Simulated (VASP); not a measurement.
# BN (P6_3/mmc) in VASP: further runs

Runs on BN. Level: PBE+D3(BJ). Tasks: band structure, optical spectrum.

Everything below comes from runs of VASP 6.6.1. Logs are shortened: lines on timing, memory, paths and dates and some standing lists are left out, and cuts for length are marked.

## Step 1: The crystal as given

The structure is hexagonal, space group P6_3/mmc (No. 194). The conventional cell has a = 2.498 Å, b = 2.498 Å, c = 6.636 Å, α = 90.00°, β = 90.00°, γ = 120.00°. B (site symmetry -6m2) has 3 N at 1.44 Å as nearest neighbours. N (site symmetry -6m2) has 3 B at 1.44 Å as nearest neighbours.

## Step 2: Band structure, PBE+D3(BJ)

Contents of INCAR:

```
SYSTEM = BN
PREC     = Accurate       ! precision mode
ENCUT    = 520            ! plane-wave cutoff, eV
EDIFF    = 1E-7           ! SCF threshold, eV
ISMEAR   = 0              ! smearing method
SIGMA    = 0.02           ! smearing width, eV
LREAL    = .FALSE.        ! projectors in reciprocal space
LASPH    = .TRUE.         ! aspherical terms in the spheres
NELM     = 60             ! most SCF steps
ALGO     = Fast           ! electronic algorithm
ISIF     = 2              ! what is computed and relaxed
LWAVE    = .FALSE.        ! write WAVECAR
LCHARG   = .FALSE.        ! write CHGCAR
GGA      = PE             ! functional
IVDW     = 12             ! dispersion correction
NBANDS   = 16             ! bands
```

Contents of KPOINTS:

```
regular mesh
0
G
  15 15 6
  0 0 0
```

Contents of POSCAR:

```
BN
1.0
    2.4982400000      0.0000000000      0.0000000000
   -1.2491200000      2.1635393000      0.0000000000
    0.0000000000      0.0000000000      6.6357000000
B N
2 2
Direct
    0.3333333300      0.6666666700      0.2500000000
    0.6666666700      0.3333333300      0.7500000000
    0.3333333300      0.6666666700      0.7500000000
    0.6666666700      0.3333333300      0.2500000000
```

Contents of KPOINTS_OPT:

```
path GMKGALHA,LM,KH
10
line-mode
reciprocal
 0.0000000000  0.0000000000  0.0000000000  G
 0.5000000000  0.0000000000  0.0000000000  M

 0.5000000000  0.0000000000  0.0000000000  M
 0.3333333333  0.3333333333  0.0000000000  K

 0.3333333333  0.3333333333  0.0000000000  K
 0.0000000000  0.0000000000  0.0000000000  G

 0.0000000000  0.0000000000  0.0000000000  G
 0.0000000000  0.0000000000  0.5000000000  A

 0.0000000000  0.0000000000  0.5000000000  A
 0.5000000000  0.0000000000  0.5000000000  L

 0.5000000000  0.0000000000  0.5000000000  L
 0.3333333333  0.3333333333  0.5000000000  H

 0.3333333333  0.3333333333  0.5000000000  H
 0.0000000000  0.0000000000  0.5000000000  A

 0.5000000000  0.0000000000  0.5000000000  L
 0.5000000000  0.0000000000  0.0000000000  M

 0.3333333333  0.3333333333  0.0000000000  K
 0.3333333333  0.3333333333  0.5000000000  H
```

Potentials or basis: VASP PAW PBE potentials, release 64 (B, N).

Launch:

```bash
$ cat potpaw_PBE.64/B/POTCAR potpaw_PBE.64/N/POTCAR > POTCAR
$ mpirun -np 1 vasp_std > vasp.out
```

OUTCAR:

```text
SYSTEM = BN
   PREC = Accurate
   ENCUT = 520
   EDIFF = 1E-7
   ISMEAR = 0
   LREAL = .FALSE.
   LASPH = .TRUE.
   NELM = 60
   ISIF = 2
   GGA = PE
   IVDW = 12
 IVDW          = 12

 ion  position               nearest neighbor table
   1  0.333  0.667  0.250-   4 1.44   4 1.44   4 1.44
   2  0.667  0.333  0.750-   3 1.44   3 1.44   3 1.44
   3  0.333  0.667  0.750-   2 1.44   2 1.44   2 1.44
   4  0.667  0.333  0.250-   1 1.44   1 1.44   1 1.44

  LATTYP: Found a hexagonal cell.
 ALAT       =     2.4982400000
 C/A-ratio  =     2.6561499296

  Lattice vectors:

 A1 = (   2.4982400000,   0.0000000000,   0.0000000000)
 A2 = (  -1.2491200000,   2.1635393000,   0.0000000000)
 A3 = (   0.0000000000,   0.0000000000,   6.6357000000)

Analysis of symmetry for initial positions (statically):
=====================================================================
 Subroutine PRICEL returns:
 Original cell was already a primitive cell.

 Routine SETGRP: Setting up the symmetry group for a
 hexagonal supercell.

 Subroutine GETGRP returns: Found 24 space group operations
 (whereof 12 operations were pure point group operations)
 out of a pool of 24 trial point group operations.

The static configuration has the point symmetry D_3d.
 The point group associated with its full space group is D_6h.

Analysis of symmetry for dynamics (positions and initial velocities):
=====================================================================
 Subroutine PRICEL returns:
 Original cell was already a primitive cell.

 Routine SETGRP: Setting up the symmetry group for a
 hexagonal supercell.

 Subroutine GETGRP returns: Found 24 space group operations
 (whereof 12 operations were pure point group operations)
 out of a pool of 24 trial point group operations.

The dynamic configuration has the point symmetry D_3d.
 The point group associated with its full space group is D_6h.

 Subroutine INISYM returns: Found 24 space group operations
 (whereof 12 operations are pure point group operations),
 and found     1 'primitive' translations

----------------------------------------------------------------------------------------

                                     Primitive cell

  volume of cell :      35.8662

  direct lattice vectors                    reciprocal lattice vectors
     2.498240000  0.000000000  0.000000000     0.400281798  0.231102805  0.000000000
    -1.249120000  2.163539300  0.000000000     0.000000000  0.462205609  0.000000000
     0.000000000  0.000000000  6.635700000     0.000000000  0.000000000  0.150700002

  length of vectors
     2.498240000  2.498239996  6.635700000     0.462205608  0.462205609  0.150700002

  position of ions in fractional coordinates (direct lattice)
     0.333333330  0.666666670  0.250000000
     0.666666670  0.333333330  0.750000000
     0.333333330  0.666666670  0.750000000
     0.666666670  0.333333330  0.250000000

  ion indices of the primitive-cell ions
   primitive index   ion index
                 1           1
                 2           2
                 3           3
                 4           4

----------------------------------------------------------------------------------------

 KPOINTS: regular mesh

Automatic generation of k-mesh.
 Grid dimensions read from file:
 generate k-points for:   15   15    6

 Generating k-lattice:

  Cartesian coordinates                     Fractional coordinates (reciprocal lattice)
     0.026685453  0.015406854  0.000000000     0.066666667 -0.000000000  0.000000000
     0.000000000  0.030813707  0.000000000     0.000000000  0.066666667  0.000000000
     0.000000000  0.000000000  0.025116667     0.000000000  0.000000000  0.166666667

  Length of vectors
     0.030813707  0.030813707  0.025116667

  Shift w.r.t. Gamma in fractional coordinates (k-lattice)
     0.000000000  0.000000000  0.000000000

 Subroutine IBZKPT returns following result:
 ===========================================

 Found    108 irreducible k-points:

 Following reciprocal coordinates:
            Coordinates               Weight
  0.000000  0.000000  0.000000      1.000000
  0.066667  0.000000  0.000000      6.000000
  0.133333 -0.000000  0.000000      6.000000
  0.200000 -0.000000  0.000000      6.000000
  0.266667 -0.000000  0.000000      6.000000
  0.333333  0.000000  0.000000      6.000000
[... 16 lines left out ...]
  0.333333  0.200000  0.000000     12.000000
  0.400000  0.200000  0.000000      6.000000
 [... further k-points ...]
   k-points           NKPTS =    108   k-points in BZ     NKDIM =    108   number of bands    NBANDS=     16
   number of dos      NEDOS =    301   number of ions     NIONS =      4
   total plane-waves  NPLWV =  20000
   dimension x,y,z NGX =    20 NGY =   20 NGZ =   50
   dimension x,y,z NGXF=    40 NGYF=   40 NGZF=  100
   ions per type =               2   2
   NGX,Y,Z   is equivalent  to a cutoff of  13.31, 13.31, 12.53 a.u.
   NGXF,Y,Z  is equivalent  to a cutoff of  26.62, 26.62, 25.05 a.u.
 SYSTEM =  BN
   PREC   = accura    normal or accurate (medium, high low for compatibility)
   ISTART =      0    job   : 0-new  1-cont  2-samecut
   ICHARG =      2    charge: 1-file 2-atom 10-const
   ISPIN  =      1    spin polarized calculation?
   LNONCOLLINEAR =      F non collinear calculations
   LSORBIT =      F    spin-orbit coupling
   LASPH  =      T    aspherical Exc in radial PAW
   ENCUT  =  520.0 eV  38.22 Ry    6.18 a.u.   4.65  4.65 12.34*2*pi/ulx,y,z
   NELM   =     60;   NELMIN=  2; NELMDL= -5     # of ELM steps
   EDIFF  = 0.1E-06   stopping-criterion for ELM
   LREAL  =      F    real-space projection
   EDIFFG = 0.1E-05   stopping-criterion for IOM
   NSW    =      0    number of steps for IOM
   IBRION =     -1    ionic relax: 0-MD 1-quasi-New 2-CG
   NFREE  =      0    steps in history (QN), initial steepest desc. (CG)
   ISIF   =      2    stress and relaxation
   ISYM   =      2    0-nonsym 1-usesym 2-fastsym
   POTIM  = 0.5000    time-step for ionic-motion
   TEBEG  =    0.0;   TEEND  =   0.0 temperature during run
   PSTRESS=    0.0 pullay stress
   NELECT =      16.0000    total number of electrons
   NUPDOWN=      -1.0000    fix difference up-down
   EMIN   =  10.00;   EMAX   =-10.00  energy-range for DOS
   EFERMI =   0.00;   METHOD = LEGACY
   ISMEAR =     0;   SIGMA  =   0.02  broadening in eV -4-tet -1-fermi 0-gaus
   EFERMI_NEDOS =   21; number of points for ismear=-14 and -15
   IALGO  =     68    algorithm
   IMIX   =      4    mixing-type and parameters
     AMIX     =   0.40;   BMIX     =  1.00
     AMIX_MAG =   1.60;   BMIX_MAG =  1.00
  volume/ion in A,a.u.               =       8.97        60.51
  Fermi-wavevector in a.u.,A,eV,Ry     =   1.250891  2.363842 21.289433  1.564729
  Thomas-Fermi vector in A             =   2.384864
   LORBIT       =      0    0 simple, 1 ext, 2 COOP (PROOUT), +10 PAW based schemes
   GGA     = PE    functional components
   LHFCALC =     F    Hartree Fock is set to
   AEXX    =    0.0000 exact exchange contribution
   IVDW    =    12    specifies the selected vdW correction
   LEPSILON=     F    determine dielectric tensor
   LRPA    =     F    only Hartree local field effects (RPA)
 non-spin polarized calculation
 RMM-DIIS sequential band-by-band and
 Gauss-broadening in eV      SIGMA  =   0.02
  energy-cutoff  :      520.00
  volume of cell :       35.87
 maximum number of plane-waves:       985
 NGX is ok and might be reduce to    20
   NGX =  9   NGY =  9   NGZ = 25

 number of electron      15.9999997 magnetization

 Free energy of the ion-electron system (eV)
  ---------------------------------------------------
  ext. energy  EPLUGINS =         0.00000000
  ---------------------------------------------------
  free energy    TOTEN  =       -35.14691838 eV

  energy without entropy =      -35.14691838  energy(sigma->0) =      -35.14691838

 E-fermi :   2.5315     XC(G=0): -10.0886

 val. band max:        2.3361875085   @ k =   0.3333   0.2667   0.0000
 cond. band min:       6.6403314981   @ k =   0.4667   0.0667   0.0000
 fundamental gap:      4.3041439896
 Fermi energy:         2.5315379290

 k-point     1 :       0.0000    0.0000    0.0000
  band No.  band energies     occupation
      1     -15.5316      2.00000
      2     -15.2363      2.00000
      3      -3.9420      2.00000
      4      -1.8138      2.00000
      5       0.9862      2.00000
      6       0.9862      2.00000
[... 8 lines left out ...]
     15      14.6584      0.00000
     16      15.4187      0.00000

 k-point     2 :       0.0667    0.0000    0.0000
  band No.  band energies     occupation
      1     -15.4440      2.00000
      2     -15.1516      2.00000
      3      -3.8217      2.00000
      4      -1.7057      2.00000
      5       0.6219      2.00000
      6       0.6554      2.00000
[... 8 lines left out ...]
     15      14.9751      0.00000
     16      15.0890      0.00000

 k-point     3 :       0.1333   -0.0000    0.0000
  band No.  band energies     occupation
      1     -15.1840      2.00000
      2     -14.9005      2.00000
      3      -3.4637      2.00000
      4      -1.3855      2.00000
      5      -0.3538      2.00000
      6      -0.3194      2.00000
[... 8 lines left out ...]
     15      15.5030      0.00000
     16      15.7636      0.00000

 k-point     4 :       0.2000   -0.0000    0.0000
  band No.  band energies     occupation
      1     -14.7613      2.00000
      2     -14.4933      2.00000
      3      -2.8771      2.00000
      4      -1.6951      2.00000
      5      -1.6480      2.00000
      6      -0.8671      2.00000
[... 8 lines left out ...]
     15      16.9938      0.00000
     16      17.1073      0.00000
[... 324 lines left out ...]
 k-point    22 :       0.2667    0.2000    0.0000
  band No.  band energies     occupation
      1     -12.7499      2.00000
      2     -12.5850      2.00000
      3      -5.1123      2.00000
      4      -5.0671      2.00000
      5      -3.1137      2.00000
      6      -3.0526      2.00000
[... 8 lines left out ...]
     15      16.9292      0.00000
     16      18.9750      0.00000

 k-point    23 :       0.3333    0.2000    0.0000
  band No.  band energies     occupation
      1     -12.2055      2.00000
      2     -12.0999      2.00000
      3      -5.8738      2.00000
      4      -5.7974      2.00000
      5      -3.5148      2.00000
      6      -3.4438      2.00000
[... 8 lines left out ...]
     15      17.4612      0.00000
     16      20.3972      0.00000

 k-point    24 :       0.4000    0.2000    0.0000
  band No.  band energies     occupation
      1     -11.9668      2.00000
      2     -11.9111      2.00000
      3      -6.1793      2.00000
      4      -6.0938      2.00000
      5      -3.6452      2.00000
      6      -3.5703      2.00000
[... 8 lines left out ...]
     15      17.4825      0.00000
     16      20.0034      0.00000

 [... further k-points ...]

------------------------ aborting loop because EDIFF is reached ----------------------------------------

 Edisp (eV)   -0.56768

 E8    (eV) :    -0.1663

  FORCE on cell =-STRESS in cart. coord.  units (eV):
  Direction    XX          YY          ZZ          XY          YZ          ZX
  --------------------------------------------------------------------------------------
  -------------------------------------------------------------------------------------
  Total       0.83989     0.83989    -0.05690     0.00000    -0.00000     0.00000
  in kB      37.51879    37.51879    -2.54159     0.00000    -0.00000     0.00000
  external pressure =       24.17 kB  Pullay stress =        0.00 kB

 VOLUME and BASIS-vectors are now :
 -----------------------------------------------------------------------------
  energy-cutoff  :      520.00
  volume of cell :       35.87
      direct lattice vectors                 reciprocal lattice vectors
     2.498240000  0.000000000  0.000000000     0.400281798  0.231102805  0.000000000
    -1.249120000  2.163539300  0.000000000     0.000000000  0.462205609  0.000000000
     0.000000000  0.000000000  6.635700000     0.000000000  0.000000000  0.150700002

 POSITION                                       TOTAL-FORCE (eV/Angst)
 -----------------------------------------------------------------------------------
     -0.00000      1.44236      1.65892         0.000000      0.000000      0.000000
      1.24912      0.72118      4.97677        -0.000000     -0.000000      0.000000
     -0.00000      1.44236      4.97677         0.000000     -0.000000      0.000000
      1.24912      0.72118      1.65892        -0.000000      0.000000      0.000000
 -----------------------------------------------------------------------------------
    total drift:                               -0.000002      0.000001      0.000000

  FREE ENERGIE OF THE ION-ELECTRON SYSTEM (eV)
  ---------------------------------------------------
  free  energy   TOTEN  =       -35.7145976397 eV

  energy  without entropy=      -35.7145976397  energy(sigma->0) =      -35.71459764
```

Wall time 40 s (1 thread of Intel Xeon 6975P-C (Granite Rapids), shared host); peak memory 0.22 GiB.

Results:

| Property | Result |
| --- | --- |
| Free energy | -35.7146 eV |
| Pressure | 2.4 GPa |
| Band gap on the k mesh | 4.30 eV, indirect (least direct gap 4.66 eV) |
| Band gap along the path | 4.25 eV, indirect (least direct gap 4.66 eV) |
| Dispersion energy per atom | -0.142 eV |

Levels at the corners of the path, in eV from the valence-band top:
```csv
point,band 6,band 7,band 8,band 9,band 10,band 11
Γ,-1.36,-1.32,-1.32,5.23,10.32,11.57
M,-4.12,-1.48,-0.47,4.25,5.63,9.57
M,-4.12,-1.48,-0.47,4.25,5.63,9.57
K,-7.18,-0.11,-0.11,4.84,4.84,10.77
K,-7.18,-0.11,-0.11,4.84,4.84,10.77
Γ,-1.36,-1.32,-1.32,5.23,10.32,11.57
Γ,-1.36,-1.32,-1.32,5.23,10.32,11.57
A,-1.34,-1.34,-1.34,7.61,7.61,11.63
A,-1.34,-1.34,-1.34,7.61,7.61,11.63
L,-4.15,-0.96,-0.96,4.72,4.72,9.96
L,-4.15,-0.96,-0.96,4.72,4.72,9.96
H,-7.19,-0.03,-0.03,4.63,4.63,12.00
H,-7.19,-0.03,-0.03,4.63,4.63,12.00
A,-1.34,-1.34,-1.34,7.61,7.61,11.63
L,-4.15,-0.96,-0.96,4.72,4.72,9.96
M,-4.12,-1.48,-0.47,4.25,5.63,9.57
K,-7.18,-0.11,-0.11,4.84,4.84,10.77
H,-7.19,-0.03,-0.03,4.63,4.63,12.00
```

[end of part 1 of 2]
